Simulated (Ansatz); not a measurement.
**Hf3N2: tests of the settings**

An exercise on one series of results from a longer session: the logs are not shown, and one member is left open.

Program: Ansatz 0.2.0. Level of theory: DFT r2SCAN, scalar-relativistic, plane waves, PAW. These are calculated values, not measurements.

1 further run of the same task is left out (set aside as unsound or not needed). Runs told in other sessions of the task aren't counted.

## The structure to begin with

Symmetry: R-3m, No. 166, trigonal system. The conventional cell has a = 3.199 Å, b = 3.199 Å, c = 23.265 Å, α = 90.00°, β = 90.00°, γ = 120.00°. Around Hf (site symmetry 3m) lie 3 N at 2.29 Å. Around Hf (site symmetry -3m) lie 6 N at 2.24 Å. N (site symmetry 3m) has 6 Hf at 2.24 to 2.29 Å in its first shell of neighbours.

As a file:

```xyz
5
Lattice="1.5994 0.9234 7.7548 -1.5994 0.9234 7.7548 0.0000 -1.8469 7.7548" Properties=species:S:1:pos:R:3 pbc="T T T"
Hf    0.0000    0.0000   18.1328
Hf    0.0000    0.0000    5.1317
Hf    0.0000    0.0000    0.0000
N     0.0000    0.0000   14.2359
N     0.0000    0.0000    9.0286
```

Source of the structure: the Materials Project (structure only). It is taken as it stands there.

## The base run, which the others are set against

Contents of input.yaml:

```yaml
crystal:
  lattice:
    - [1.5994260774, 0.9234290764, 7.7548432223]
    - [-1.5994260774, 0.9234290764, 7.7548432223]
    - [0.0, -1.8468581527, 7.7548432223]
  atoms:
    - { symbol: Hf, position: [0.77941866, 0.77941866, 0.77941866] }
    - { symbol: Hf, position: [0.22058134, 0.22058134, 0.22058134] }
    - { symbol: Hf, position: [0.0, 0.0, 0.0] }
    - { symbol: "N", position: [0.61191553, 0.61191553, 0.61191553] }
    - { symbol: "N", position: [0.38808447, 0.38808447, 0.38808447] }
basis:
  ecutwfc: 500
kpoints:
  mp_grid: { grid: [12, 12, 12] }
hamiltonian:
  xc: r2scan
scf:
  occupations: { method: gaussian, width: 0.1 }
output:
  forces: true
  stress: true
  eigenvalues: true
  populations: true
```

Its results, from an earlier run: -9595.3699 eV/atom at zero smearing, pressure 1.99 GPa, largest force 0.131 eV/Å, no gap on the mesh, in 11 SCF cycles and 3.3 min.

Set-up of the first run:

Contents of input.yaml:

```yaml
crystal:
  lattice:
    - [1.5994260774, 0.9234290764, 7.7548432223]
    - [-1.5994260774, 0.9234290764, 7.7548432223]
    - [0.0, -1.8468581527, 7.7548432223]
  atoms:
    - { symbol: Hf, position: [0.77941866, 0.77941866, 0.77941866] }
    - { symbol: Hf, position: [0.22058134, 0.22058134, 0.22058134] }
    - { symbol: Hf, position: [0.0, 0.0, 0.0] }
    - { symbol: "N", position: [0.61191553, 0.61191553, 0.61191553] }
    - { symbol: "N", position: [0.38808447, 0.38808447, 0.38808447] }
basis:
  ecutwfc: 500
kpoints:
  mp_grid: { grid: [1, 1, 1] }
hamiltonian:
  xc: r2scan
scf:
  occupations: { method: gaussian, width: 0.1 }
output:
  forces: true
  stress: true
  eigenvalues: true
```

Launch:

```sh
> ansatz run input.yaml --threads 1 --pin off --max-ram 2560MiB --backend cpu --events-out ev --progress --plain --runs-dir out
```

Steps of the session up to this table: K-point mesh: 1×1×1; K-point mesh set to 3×3×3; K-point mesh set to 6×6×6; K-point mesh set to 18×18×18.

One of the session's tables, all rows but one given; the rest of the session is left out.

It belongs to the step «What the k-point mesh changes». 

```
    mesh  ΔE (meV/atom)  pressure (GPa)  largest change of a force component (eV/Å)
   1×1×1              ?               ?                                           ?
   3×3×3          -7.32            2.54                                       0.143
   6×6×6          -0.19            1.84                                       0.022
12×12×12          -0.34            1.99                                       0.004
18×18×18           0.00            2.01                                       0.000
```

**Question.** Estimate the row for 1×1×1.

**Answer.** ΔE (meV/atom): 1589; pressure (GPa): 27.33; largest change of a force component (eV/Å): 4.174. In the column «ΔE (meV/atom)» it is the highest.

To keep in mind: The error changes sign along the series, since a k mesh isn't variational, and a metal needs dense meshes to resolve its Fermi surface.
